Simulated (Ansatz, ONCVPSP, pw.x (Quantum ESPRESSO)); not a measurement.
# Equation-of-state test of one ONCV potential (Tc (Z = 43))

```json
{"Element": "technetium", "Generator": "ONCVPSP 4.0.1", "Type": "optimised norm-conserving Vanderbilt (ONCV)", "Functional": "PBE", "Relativity": "scalar-relativistic", "Frozen core": "[Ar] 3d10", "Valence charge": "15", "Reference configuration": "4s2 4p6 4d5 5s2", "Partial waves": "4s+5s: rc 1.80 bohr, ncon 4, nbas 9, qcut 6.5 1/bohr, 2 projectors; 4p: rc 1.95 bohr, ncon 4, nbas 7, qcut 6.5 1/bohr, 1 projector; 4d: rc 1.65 bohr, ncon 4, nbas 7, qcut 6.4 1/bohr, 2 projectors, debl 1 Ha; f scattering state at 0.05 Ha: rc 2.00 bohr, ncon 3, nbas 6, qcut 6 1/bohr, 2 projectors, debl 2.5 Ha", "Local potential": "polynomial inside 1.15 bohr (lpopt 5, dvloc0 4 Ha)", "Core correction": "none"}
```

Crystal test: fcc Tc in pw.x 7.5, no spin, 15³ k-points, Fermi–Dirac smearing 0.01 Ry, cutoffs 120/480 Ry. The reference is all-electron LAPW (Ansatz 0.2.0) with the same functional, mesh and smearing; V0 and B0 come from Birch–Murnaghan fits to the pressures at five volumes. Errors are pseudo minus all-electron; Δ is the rms difference of the E(V) curves that follow from these fits, minima aligned, over ±6 % about the mean V0. Mesh and smearing are coarse, so the numbers serve the comparison and aren't converged zero-temperature values; the lattice is a test structure that the element need not adopt.

All-electron: a0 = 3.873 Å (V0 = 14.52 Å³/atom), B0 = 295.3 GPa.

Problem. How far does the potential miss the all-electron equation of state?

Solution. mean pressure error (GPa): -3.67; a0 (Å): 3.857; a0 error (%): -0.41; B0 error (%): +3.5; Δ (meV/atom): 11.7.

```json
{"V (Å³/atom)": "13.816", "P all-electron (GPa)": "16.43", "P pseudo (GPa)": "12.43"}
{"V (Å³/atom)": "14.179", "P all-electron (GPa)": "7.40", "P pseudo (GPa)": "3.58"}
{"V (Å³/atom)": "14.543", "P all-electron (GPa)": "-0.46", "P pseudo (GPa)": "-4.13"}
{"V (Å³/atom)": "14.907", "P all-electron (GPa)": "-7.31", "P pseudo (GPa)": "-10.82"}
{"V (Å³/atom)": "15.270", "P all-electron (GPa)": "-13.27", "P pseudo (GPa)": "-16.63"}
```

Problem. At the middle volume, how do free energy and pressure move when the wave cutoff is lowered (ecutrho kept at four times it)?

Solution.

| cutoff (Ry) | shift of F (meV/atom) | shift of P (GPa) |
| --- | --- | --- |
| 54 | +40.8 | +0.00 |
| 72 | +13.6 | -0.28 |
| 96 | +8.2 | +0.10 |

The run at the middle volume (120 k-points, 8 iterations) took about 27 s on one core of a shared host (AMD EPYC 9R45 96-Core Processor, 96 threads, 376 GiB, load 47).
